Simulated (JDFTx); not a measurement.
Here is a JDFTx 1.7.0 (patched build) calculation.

Contents of AlN.in:

```
lattice \
    0.0000000000     4.1271496856     4.1271496856 \
    4.1271496856     0.0000000000     4.1271496856 \
    4.1271496856     4.1271496856     0.0000000000
coords-type Lattice
ion Al     0.0000000000     0.0000000000     0.0000000000 1
ion N      0.2500000000     0.2500000000     0.2500000000 1

ion-species pseudo/Al.upf
ion-species pseudo/N.upf
elec-cutoff 42 336
elec-ex-corr gga-PBEsol
kpoint-folding 10 10 10
elec-smearing Fermi 0.0018374661
elec-n-bands 9
electronic-SCF nIterations 100 energyDiffThreshold 1e-09
electronic-minimize nIterations 30 energyDiffThreshold 1e-7
converge-empty-states yes
forces-output-coords Cartesian

dump-name run.$VAR
dump End Ecomponents EigStats BandEigs Kpoints Forces Stress
```

Potentials or basis: PseudoDojo-SR-PBEsol-0.4.1-standard with smoothed tails.

The run is started by

```console
$ jdftx -c 1 -i AlN.in -o AlN.out
```

Question: Estimate the Loewdin charges.

Answer: Al +1.04; N -0.98 e.

Question: Predict the pressure.

Answer: 1.2 GPa.

Question: What does it give for the band gap on the k mesh?

Answer: 3.19 eV, indirect (least direct gap 4.12 eV).

Caveat: the empty levels aren't tightly converged. A k mesh can miss the band edges.
